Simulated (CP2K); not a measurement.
Al in CP2K: the effect of functional

The system is Al.

```
Al
1.0
     2.82449    0.00000    0.00000
    -0.88084    2.49445    0.00000
    -0.87938   -1.36374    2.28174
Al
1
Cartesian
  0.0000 0.0000 0.0000
```

This isn't the form of Al at room conditions, which is fcc.

Alike in all runs:

| Item | Value |
| --- | --- |
| Program | CP2K 2026.2 |
| Potentials or basis | POTENTIAL_UZH Al GTH-PBE-q3; TZVP-MOLOPT-PBE-GTH basis |
| Density cutoff | 9184 eV |
| k mesh | 11 × 12 × 12 |
| Occupations | fermi-dirac, width 0.05 eV |
| Spin | no spin polarisation |

**Question.** One run gave: pressure 6.1 GPa. Which functional did it use?
A. PBEsol
B. vdW-DF-cx
C. BLYP
D. rev-vdW-DF2
E. LDA

**Answer.** C.

```tsv
functional	pressure (GPa)
LDA	4.5
PBEsol	4.3
vdW-DF-cx	4.8
BLYP	6.1
rev-vdW-DF2	5.1
MS2	4.5
```

Caveats: the potentials were made for another functional, which shifts forces and pressure; the basis of atomic orbitals isn't converged, which shifts pressures, moduli and gaps.

Runs at the PBE level aren't shown here.
